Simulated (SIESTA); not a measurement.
The system is AlNi.

```
CELL_PARAMETERS angstrom
2.88100 0.00000 0.00000
0.00000 2.88100 0.00000
0.00000 0.00000 2.88100
ATOMIC_POSITIONS crystal
Ni 0.50000 0.50000 0.50000
Al 0.00000 0.00000 0.00000
```

Base run:

- Program: SIESTA 5.4.2
- Functional: PBE
- Potentials or basis: PseudoDojo 0.4 standard (PBE files)
- Basis: DZP (energy shift 0.002 Ry; radii capped at 9.5 bohr)
- Grid cutoff: 800 Ry
- Energy shift: 0.002 Ry
- k mesh: 9 × 9 × 9
- Occupations: fermi-dirac, width 0.05 eV
- Spin: collinear spin, ferromagnetic start
- Starting moments: [1.0, 0.0] μB

Its results: band gap on the k mesh none (metal or under the smearing width); pressure 0.9 GPa; net moment 0.00 μB per cell.

Problem. The run is repeated on the same cell with these changes: functional from PBE to AM05; potentials or basis from PseudoDojo 0.4 standard (PBE files) to PseudoDojo 0.4 standard (PBEsol files). What comes out?

Solution. Band gap on the k mesh none (metal or under the smearing width); pressure -5.1 GPa; net moment 0.00 μB per cell.

Caveats: semicore shells carry a single zeta, which can move pressures by several GPa and volumes by a few percent; the basis of atomic orbitals isn't converged, which shifts pressures, moduli and gaps; the potentials were made for another functional, which shifts forces and pressure (some runs).

Not every run made on this cell is shown here.
